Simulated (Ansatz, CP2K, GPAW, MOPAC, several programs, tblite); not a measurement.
# What cheap methods get right for ZnSiP2

Aim: run ZnSiP2 through methods of unlike cost and see what each gets, and at what price.

Method: no spin polarisation, static lattice; gaps from single points on the cell relaxed beforehand with r²SCAN, in MOPAC, tblite, CP2K, Ansatz, GPAW (versions at each run).

4 further runs of the same task are left out: 4 set aside as unsound or not needed.

### 1 The system as given

Symmetry: I-42d, No. 122, tetragonal system. Conventional cell: a = 5.377 Å, b = 5.377 Å, c = 10.468 Å, α = 90.00°, β = 90.00°, γ = 90.00°. Zn (site symmetry -4) is surrounded by 4 P at 2.36 Å. Around P (site symmetry 2) lie 2 Si at 2.26 Å and 2 Zn at 2.36 Å. Si (site symmetry -4) is surrounded by 4 P at 2.26 Å.

Structure file:

```xyz
8
Lattice="-2.6885 2.6885 5.2338 2.6885 -2.6885 5.2338 2.6885 2.6885 -5.2338" Properties=species:S:1:pos:R:3 pbc="T T T"
Zn    0.0000    0.0000    0.0000
P     1.4347    1.3442    1.3085
Zn    0.0000    2.6885    2.6169
P     1.3442   -1.2538    3.9254
Si    0.0000    0.0000    5.2338
P     1.2538    1.3442    6.5423
Si    2.6885    0.0000    2.6169
P    -1.3442    1.2538    3.9254
```

The structure type (II-IV-V2 ordering on zincblende lattice) is imposed and need not be the compound's stable one.

**Question.** The methods are PM6, PM7, GFN1-xTB (tblite), GFN2-xTB (tblite), PBE/DZVP, PBE/SZV, coarse PBE, GLLB-SC, PBE, r2SCAN. What gap does r2SCAN give on this cell, and which other methods (full PBE left aside) come nearest to r2SCAN and farthest in gap, volume and bulk modulus?

| quantity | value |
| --- | --- |
| r2SCAN | gap 1.56 eV, 18.92 Å³/atom, B₀ 95 GPa |
| gap: nearest and farthest of the other methods | PBE/DZVP, coarse PBE (about 0.21 eV off); PBE/SZV (+1.11 eV) |
| volume: nearest and farthest of the other methods | PBE/DZVP (+2.6 %), GFN1-xTB (tblite) (+7.5 %) |
| bulk modulus: nearest and farthest of the other methods | PBE/DZVP (-9 %), GFN2-xTB (tblite) (-32 %) |

What this shows: For the gap (full PBE left aside), PBE/DZVP, coarse PBE tie for nearest to r2SCAN; PBE/SZV is farthest. Among the 3 methods compared for the volume (full PBE left aside), PBE/DZVP is nearest to r2SCAN and GFN1-xTB (tblite) farthest. Among the 3 methods compared for the bulk modulus (full PBE left aside), PBE/DZVP is nearest to r2SCAN and GFN2-xTB (tblite) farthest. A minimal basis or a coarse cutoff and mesh shifts results by its own error, so closeness to r2SCAN can be chance. Cluster runs see only the k-points that fold onto the zone centre, so their gaps can miss the band edges. GLLB-SC is compared with its derivative discontinuity added. PM7, PM6 ended in an unphysical state and are left out of the comparison. No volume is given for PBE/SZV, coarse PBE, which can hide a larger miss. CPU times run from 3.6 s (GFN1-xTB (tblite)) to 87 s (GLLB-SC). On this cell PBE/DZVP, GLLB-SC cost more than r2SCAN itself (34 s), so they are no saving here. r2SCAN is a yardstick, not the truth: it usually gives gaps below the measured ones.
